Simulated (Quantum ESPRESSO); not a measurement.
# InSe: Wannier functions under several settings

```xyz
2
Lattice="3.6320 0.0000 0.0000 0.0000 3.6320 0.0000 0.0000 0.0000 3.6320" Properties=species:S:1:pos:R:3 pbc="T T T"
In    1.8160    1.8160    1.8160
Se    0.0000    0.0000    0.0000
```

The cell was built by a generator and needn't be a form met in nature.

All runs used Quantum ESPRESSO 7.5; potentials GBRV 1.5 PBE; k mesh 7 × 7 × 7; given cell; no spin polarisation; cutoff 612 eV; occupations fermi-dirac, width 0.05 eV.

```csv
level,start,Wannier mesh,spread a function (Å²),RMS miss of the bands (meV)
PBE,atomic projections with disentanglement,4 × 4 × 4,1.09,24
PBE,"atomic projections with disentanglement, not minimised",4 × 4 × 4,1.36,26
PBE,SCDM with an erfc weight,4 × 4 × 4,?,?
```

Problem. What stands in the row left open?

Solution. Spread a function 2.13 Å²; RMS miss of the bands 57 meV.

Caveats: the Wannier minimisation didn't converge (some runs).

